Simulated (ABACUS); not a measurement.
# Ge (Fd-3m) in ABACUS: settings compared, part 2 of 2

ABACUS 3.10.1.

### Step 8. Band structure, TM

Contents of INPUT:

```
INPUT_PARAMETERS
suffix              Ge
calculation         nscf
basis_type          pw
pseudo_dir          ./
symmetry            -1
dft_functional      MGGA_X_TM+MGGA_C_TM
ecutwfc             91.0
pseudo_rcut         10
nspin               1
nbands              24
ks_solver           dav
smearing_method     fd
smearing_sigma      0.00367493
scf_thr             1e-08
scf_nmax            100
mixing_type         broyden
mixing_beta         0.7
mixing_tau          1
init_chg            file
pw_diag_thr         1e-07
out_band            1
kpar                4
```

Contents of STRU:

```
ATOMIC_SPECIES
Ge 72.6300 Ge_ONCV_PBE-1.2.upf

LATTICE_CONSTANT
1.8897261246

LATTICE_VECTORS
0.0000000000 2.8289100000 2.8289100000
2.8289100000 0.0000000000 2.8289100000
2.8289100000 2.8289100000 0.0000000000

ATOMIC_POSITIONS
Direct

Ge
0.0
2
0.2500000000 0.2500000000 0.2500000000 1 1 1
0.0000000000 0.0000000000 0.0000000000 1 1 1
```

Contents of KPT:

```
K_POINTS
12
Line
0.00000000 0.00000000 0.00000000 10 // G
0.50000000 0.00000000 0.50000000 10 // X
0.50000000 0.25000000 0.75000000 10 // W
0.37500000 0.37500000 0.75000000 10 // K
0.00000000 0.00000000 0.00000000 10 // G
0.50000000 0.50000000 0.50000000 10 // L
0.62500000 0.25000000 0.62500000 10 // U
0.50000000 0.25000000 0.75000000 10 // W
0.50000000 0.50000000 0.50000000 10 // L
0.37500000 0.37500000 0.75000000 1 // K
0.62500000 0.25000000 0.62500000 10 // U
0.50000000 0.00000000 0.50000000 1 // X
```

Potentials or basis: SG15 ONCV 1.2 PBE, plane waves.

Command:

```
$ OMP_NUM_THREADS=1 mpirun -np 4 abacus > log
```

running log:

```text
ABACUS v3.10.1

               Atomic-orbital Based Ab-initio Computation at UStc

 ------------------------------------------------------------------------------------

 READING GENERAL INFORMATION
                           global_out_dir = OUT.Ge/
                           global_in_card = INPUT
                               pseudo_dir = ./
                              orbital_dir =
                                    DSIZE = 4
                                    GSIZE = 1

 READING UNITCELL INFORMATION
                                    ntype = 1
                  lattice constant (Bohr) = 1.88973
              lattice constant (Angstrom) = 1

 READING ATOM TYPE 1
                               atom label = Ge
                      L=0, number of zeta = 1
                      L=1, number of zeta = 1
                      L=2, number of zeta = 1
             number of atom for this type = 2

                        TOTAL ATOM NUMBER = 2
DIRECT COORDINATES
    atom                   x                   y                   z     mag                  vx                  vy                  vz
taud_Ge1            0.2500000000        0.2500000000        0.2500000000  0.0000        0.0000000000        0.0000000000        0.0000000000
taud_Ge2            0.0000000000        0.0000000000        0.0000000000  0.0000        0.0000000000        0.0000000000        0.0000000000

                          Volume (Bohr^3) = 305.551
                             Volume (A^3) = 45.278

 Lattice vectors: (Cartesian coordinate: in unit of a_0)
                   +0            +2.82891            +2.82891
             +2.82891                  +0            +2.82891
             +2.82891            +2.82891                  +0
 Reciprocal vectors: (Cartesian coordinate: in unit of 2 pi/a_0)
            -0.176747           +0.176747           +0.176747
            +0.176747           -0.176747           +0.176747
            +0.176747           +0.176747           -0.176747
 The esolver type has been set to : ksdft_pw

                PAO radial cut off (Bohr) = 10

 Read in pseudopotential file is Ge_ONCV_PBE-1.2.upf
                     pseudopotential type = NC
          exchange-correlation functional = PBE
                 nonlocal core correction = 0
                        valence electrons = 14
                                     lmax = 2
                           number of zeta = 0
                     number of projectors = 6
                           L of projector = 0
                           L of projector = 0
                           L of projector = 1
                           L of projector = 1
                           L of projector = 2
                           L of projector = 2
 XC functional updated to : MGGA_X_TM+MGGA_C_TM
          exchange-correlation functional = MGGA_X_TM+MGGA_C_TM
     initial pseudo atomic orbital number = 0
[... 98 lines left out ...]
        1            421           5577

 SETUP NONLOCAL PSEUDOPOTENTIALS IN PLANE WAVE BASIS
 Ge non-local projectors:
 projector 1 L=0
 projector 2 L=0
 projector 3 L=1
 projector 4 L=1
 projector 5 L=2
 projector 6 L=2
      TOTAL NUMBER OF NONLOCAL PROJECTORS = 36

 Init Non-Local PseudoPotential table :
 Init Non-Local-Pseudopotential done.

                                     npwx = 4536

 -------------------------------------------
 NONSELF-CONSISTENT
 -------------------------------------------
                                 init_chg = file
 try to read charge from file
 Read in the charge density: OUT.Ge//Ge-CHARGE-DENSITY.restart
 try to read kinetic energy density from file
 Read in the kinetic energy density: OUT.Ge//Ge-TAU-DENSITY.restart

 PW ALGORITHM --------------- ION=   1  ELEC=   1--------------------------------

 k(1/102) Iter steps (avg)=11 threshold=1e-07

 k(2/102) Iter steps (avg)=13 threshold=1e-07
 k(3/102) Iter steps (avg)=14 threshold=1e-07
 k(4/102) Iter steps (avg)=13 threshold=1e-07
[... 8 lines left out ...]
 k(12/102) Iter steps (avg)=14 threshold=1e-07
 k(13/102) Iter steps (avg)=14 threshold=1e-07
 k(14/102) Iter steps (avg)=15 threshold=1e-07
 k(15/102) Iter steps (avg)=17 threshold=1e-07
 k(16/102) Iter steps (avg)=20 threshold=1e-07
 k(17/102) Iter steps (avg)=23 threshold=1e-07
 k(18/102) Iter steps (avg)=22 threshold=1e-07
 k(19/102) Iter steps (avg)=19 threshold=1e-07
 k(20/102) Iter steps (avg)=20 threshold=1e-07
 k(21/102) Iter steps (avg)=21 threshold=1e-07
 k(22/102) Iter steps (avg)=21 threshold=1e-07
 k(23/102) Iter steps (avg)=20 threshold=1e-07
 k(24/102) Iter steps (avg)=19 threshold=1e-07
 k(25/102) Iter steps (avg)=17 threshold=1e-07
 k(26/102) Iter steps (avg)=16 threshold=1e-07
[... levels at 26 k points of this process ...]

 Density error is 0.00000000000
                          Error Threshold = 1.00000000000e-07
----------------------------------------------------------
     Energy           Rydberg                 eV
----------------------------------------------------------
 E_KohnSham     -282.5729074318      -3844.6016414986
 E_KS(sigma->0) -282.5728043864      -3844.6002394943
 E_Harris       -282.5729074318      -3844.6016414986
 E_band         -16.6733810029       -226.8529865650
 E_one_elec     -129.6744810653      -1764.3118276812
 E_Hartree      78.8883947245        1073.3316743266
 E_xc           -34.2858567972       -466.4830132537
 E_Ewald        -197.5007582031      -2687.1356708818
 E_entropy(-TS) -0.0002060908        -0.0028040085
 E_descf        0.0000000000         0.0000000000
 E_exx          0.0000000000         0.0000000000
 E_Fermi        0.8174776419         11.1223539171
----------------------------------------------------------

 charge density convergence is achieved
 final etot is -3844.6016415 eV
 EFERMI = 11.122353917 eV

 STATE ENERGY(eV) AND OCCUPATIONS    NSPIN == 1
 1/26 kpoint (Cartesian) = 0.0000 0.0000 0.0000 (4477 pws)
       1       -13.6185      0.0196078
       2       -13.6185      0.0196078
       3       -13.6185      0.0196078
       4       -13.5838      0.0196078
       5       -13.5838      0.0196078
       6       -13.3722      0.0196078
[... 146 lines left out ...]
      23        23.6695        0.00000
      24        24.0570        0.00000

[... levels at 20 further k points ...]

 --------------------------------------------
 !FINAL_ETOT_IS -3844.601641498623 eV
 --------------------------------------------

 Output bands in file: OUT.Ge/BANDS_1.dat
```

Run time: 39 s. Hardware: 4 MPI ranks of Intel Xeon 6975P-C (Granite Rapids), shared host; peak memory 0.52 GiB.

What came out:

```yaml
Band_gap_along_the_path: 0.27 eV, indirect (least direct gap 0.29 eV)
```

Levels at the corners of the path, in eV from the Fermi level:
| point | band 10 | band 11 | band 12 | band 13 | band 14 | band 15 | band 16 | band 17 | band 18 | band 19 |
| --- | --- | --- | --- | --- | --- | --- | --- | --- | --- | --- |
| Γ | -24.47 | -12.85 | -0.14 | -0.14 | -0.14 | 0.15 | 2.44 | 2.44 | 2.44 | 5.91 |
| X | -24.43 | -8.96 | -8.96 | -3.22 | -3.22 | 0.55 | 0.55 | 9.50 | 9.50 | 11.35 |
| W | -24.42 | -8.86 | -8.86 | -4.06 | -4.06 | 4.26 | 4.26 | 4.42 | 4.42 | 10.86 |
| K | -24.42 | -9.43 | -8.36 | -4.49 | -2.78 | 0.97 | 3.90 | 7.10 | 7.30 | 7.89 |
| Γ | -24.47 | -12.85 | -0.14 | -0.14 | -0.14 | 0.15 | 2.44 | 2.44 | 2.44 | 5.91 |
| L | -24.45 | -10.75 | -7.69 | -1.55 | -1.55 | 0.13 | 3.59 | 3.59 | 6.61 | 10.08 |
| U | -24.42 | -9.43 | -8.36 | -4.49 | -2.78 | 0.97 | 3.90 | 7.10 | 7.30 | 7.89 |
| W | -24.42 | -8.86 | -8.86 | -4.06 | -4.06 | 4.26 | 4.26 | 4.42 | 4.42 | 10.86 |
| L | -24.45 | -10.75 | -7.69 | -1.55 | -1.55 | 0.13 | 3.59 | 3.59 | 6.61 | 10.08 |
| K | -24.42 | -9.43 | -8.36 | -4.49 | -2.78 | 0.97 | 3.90 | 7.10 | 7.30 | 7.89 |
| U | -24.42 | -9.43 | -8.36 | -4.49 | -2.78 | 0.97 | 3.90 | 7.10 | 7.30 | 7.89 |
| X | -24.43 | -8.96 | -8.96 | -3.22 | -3.22 | 0.55 | 0.55 | 9.50 | 9.50 | 11.35 |

Caveat: the density is read from an earlier self-consistent run, whose mesh may be coarse.

### Step 9. Against experiment

Step 8. Against the measured gap of Ge, 0.666 eV (indirect; 293 K; “Electronic and optical properties of SixGe1-x-ySny alloys lattice-matched to Ge”, 2021, arxiv:2109.02782), the calculated 0.27 eV is off by -0.40 eV. 3 values of this kind are on record (0.666 to 0.807 eV); this one was drawn at random among those near their median. Spin-orbit coupling on Ge is left out. The value is that of TM, without temperature or zero-point motion.
